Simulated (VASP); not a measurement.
# Al: convergence, energy and pressure at two fixed cells

Al, C2/m (no. 12), 1 atom in the cell. PW86R exchange with PBE correlation; PAW potentials Al (PBE set). VASP 6.6.1.

Wanted: energy difference within 1 meV/atom; pressure within 0.1 GPa; forces within 0.005 eV/Å.

Second cell: the given cell, volume scaled by 1.03.

The series start from ENCUT (eV): 520; k mesh: 9 x 9 x 9; PREC and ADDGRID: Accurate; LASPH: yes; EDIFF (eV): 1e-7; ALGO and mixing: Normal; LREAL: no; GGA_COMPAT: no. Each series keeps the choices made before it, and each single choice may use up half of a tolerance. Times cover all steps of a run.

## ENCUT (eV)

| ENCUT (eV) | Energy difference (meV/atom) | Pressure (GPa) | Forces, largest deviation (eV/Å) | Time (s) |
|---|---|---|---|---|
| 300 | 4.8 | -1.65 | 0.0000 | 4.7 |
| 350 | 4.9 | -1.62 | 0.0000 | 8.4 |
| 400 | 4.9 | -1.60 | 0.0000 | 10 |
| 450 | 4.9 | -1.57 | 0.0000 | 11 |
| 520 | 4.9 | -1.57 | 0.0000 | 12 |
| 600 | 4.9 | -1.57 | 0.0000 | 12 |
| 700 | 4.9 | -1.57 | 0.0000 | 26 |
| 800 (reference) | 4.9 | -1.57 | 0.0000 | 26 |

Chosen: 400, the loosest value from which every tighter one stays within half of the tolerance.

## k mesh

| k mesh | Energy difference (meV/atom) | Pressure (GPa) | Forces, largest deviation (eV/Å) | Time (s) |
|---|---|---|---|---|
| 5 x 5 x 5 | 2.0 | -0.13 | 0.0000 | 3.7 |
| 7 x 7 x 7 | 0.6 | -2.10 | 0.0000 | 6.1 |
| 9 x 9 x 9 | 4.9 | -1.60 | 0.0000 | 10 |
| 13 x 13 x 13 | 0.6 | -1.88 | 0.0000 | 22 |
| 16 x 16 x 16 | 0.4 | -1.80 | 0.0000 | 40 |
| 21 x 21 x 21 (reference) | 0.3 | -1.76 | 0.0000 | 102 |

Chosen: 16 x 16 x 16.

## PREC and ADDGRID

| PREC and ADDGRID | Energy difference (meV/atom) | Pressure (GPa) | Forces, largest deviation (eV/Å) | Time (s) |
|---|---|---|---|---|
| Low | 0.4 | -1.76 | 0.0000 | 20 |
| Normal | 0.4 | -1.81 | 0.0000 | 20 |
| Accurate | 0.4 | -1.80 | 0.0000 | 40 |
| Accurate, ADDGRID (reference) | 0.4 | -1.80 | 0.0000 | 60 |

Chosen: Low.

## LASPH

| LASPH | Energy difference (meV/atom) | Pressure (GPa) | Forces, largest deviation (eV/Å) | Time (s) |
|---|---|---|---|---|
| no | 0.4 | -1.76 | 0.0000 | 17 |
| yes (reference) | 0.4 | -1.76 | 0.0000 | 20 |

Chosen: no.

## EDIFF (eV)

| EDIFF (eV) | Energy difference (meV/atom) | Pressure (GPa) | Forces, largest deviation (eV/Å) | Time (s) |
|---|---|---|---|---|
| 0.0001 | 0.4 | -1.82 | 0.0000 | 15 |
| 1e-5 | 0.4 | -1.75 | 0.0000 | 13 |
| 1e-6 | 0.4 | -1.76 | 0.0000 | 18 |
| 1e-7 | 0.4 | -1.76 | 0.0000 | 17 |
| 1e-8 (reference) | 0.4 | -1.76 | 0.0000 | 18 |

Chosen: 1e-5.

## ALGO and mixing

| ALGO and mixing | Energy difference (meV/atom) | Pressure (GPa) | Forces, largest deviation (eV/Å) | Time (s) |
|---|---|---|---|---|
| Normal | 0.4 | -1.75 | 0.0000 | 13 |
| Fast | 0.4 | -1.74 | 0.0000 | 14 |
| All | 0.4 | -1.75 | 0.0000 | 14 |
| Damped, TIME 0.4 | 0.4 | -1.77 | 0.0000 | 19 |

Chosen: Normal; no other choice that stays within half of the tolerance saves 30 % of the time.

## LREAL

| LREAL | Energy difference (meV/atom) | Pressure (GPa) | Forces, largest deviation (eV/Å) | Time (s) |
|---|---|---|---|---|
| no | 0.4 | -1.75 | 0.0000 | 13 |
| Auto | -0.5 | -1.29 | 0.0000 | 18 |

Chosen: no.

## GGA_COMPAT

| GGA_COMPAT | Energy difference (meV/atom) | Pressure (GPa) | Forces, largest deviation (eV/Å) | Time (s) |
|---|---|---|---|---|
| no | 0.4 | -1.75 | 0.0000 | 13 |
| yes | 0.4 | -1.74 | 0.0000 | 18 |

Chosen: no.

## All choices together

| Input | Energy difference (meV/atom) | Pressure (GPa) | Forces, largest deviation (eV/Å) | Time (s) |
|---|---|---|---|---|
| program defaults, coarse mesh (naive) | -1.1 | -0.22 | 0.0000 | 1.5 |
| chosen settings | 0.4 | -1.75 | 0.0000 | 13 |
| reference settings throughout | 0.3 | -1.74 | 0.0000 | 357 |

The tolerance is met.

Values of the reference run: Forces: 0, 0, 0 eV/Å.

## The input

INCAR:
```
SYSTEM = Al
PREC = Low
ENCUT = 400
EDIFF = 1E-5
ISMEAR = 1
SIGMA = 0.1
LREAL = .False.
LASPH = .False.
GGA_COMPAT = .False.
ALGO = Normal
NELM = 150
ISIF = 2
LWAVE = .False.
LCHARG = .False.
GGA = ML
NBANDS = 8
KPAR = 2
```

KPOINTS:
```
Automatic mesh
0
Gamma
  16 16 16
  0 0 0
```

POSCAR.step1:
```
Al
1.0
    0.0000000000      2.0448538781      2.0448538781
    2.0448538781      0.0000000000      2.0448538781
    2.0448538781      2.0448538781      0.0000000000
Al
1
Direct
    0.0000000000      0.0000000000      0.0000000000
```

POSCAR.step2:
```
Al
1.0
    0.0000000000      2.0248050000      2.0248050000
    2.0248050000      0.0000000000      2.0248050000
    2.0653011000      2.0653011000      0.0000000000
Al
1
Direct
    0.0000000000      0.0000000000      0.0000000000
```

Commands (each step's output is kept before the next begins):
```
cat potpaw_PBE.64/Al/POTCAR > POTCAR
cp POSCAR.step1 POSCAR
mpirun -np 2 vasp_std > vasp.out
rm WAVECAR CHG
cp POSCAR.step2 POSCAR
mpirun -np 2 vasp_std > vasp.out
```

Limits: The cell is strained on purpose; pressure, forces and gap belong to that cell (POSCAR.step2), and the energy difference is that of POSCAR.step1 less this one, displacement or strain included.

The chosen input took VASP 6.6.1 13 s on 2 cores (Intel Xeon Platinum 8259CL @ 2.50GHz (Skylake/Cascade Lake)), a shared host.
